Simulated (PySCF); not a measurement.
These 3 structures share the formula C4H6. Method: PBE0-D3(BJ)/def2-SVP geometry optimisation, gas phase (PySCF 2.14.0). One conformer each; no zero-point energy, no entropy. No frequencies were run at this level. Point groups hold within 0.08 Å.

Question: Order them by energy at this level, lowest first, and give relative energies in kcal/mol.
A. `CC1=CC1` (1-methylcyclopropene)
B. `C1C=CC1` (cyclobutene)
C. `CC1C=C1`

Answer: B (0.0), A (18.6), C (23.0).

As drawn, the lowest has a four-membered ring, which the highest lacks; the highest has a three-membered ring, which the lowest lacks.

| SMILES | E (Eh) | E rel (kcal/mol) | dipole (D) | point group | A, B, C (MHz) |
| --- | --- | --- | --- | --- | --- |
| C1=CCC1 | -155.67601 | 0.0 | 0.17 | C2v | 12985, 12325, 6877 |
| CC1=CC1 | -155.64643 | 18.6 | 0.95 | Cs | 20714, 6375, 5204 |
| CC1C=C1 | -155.63940 | 23.0 | 0.39 | Cs | 20193, 6507, 5861 |
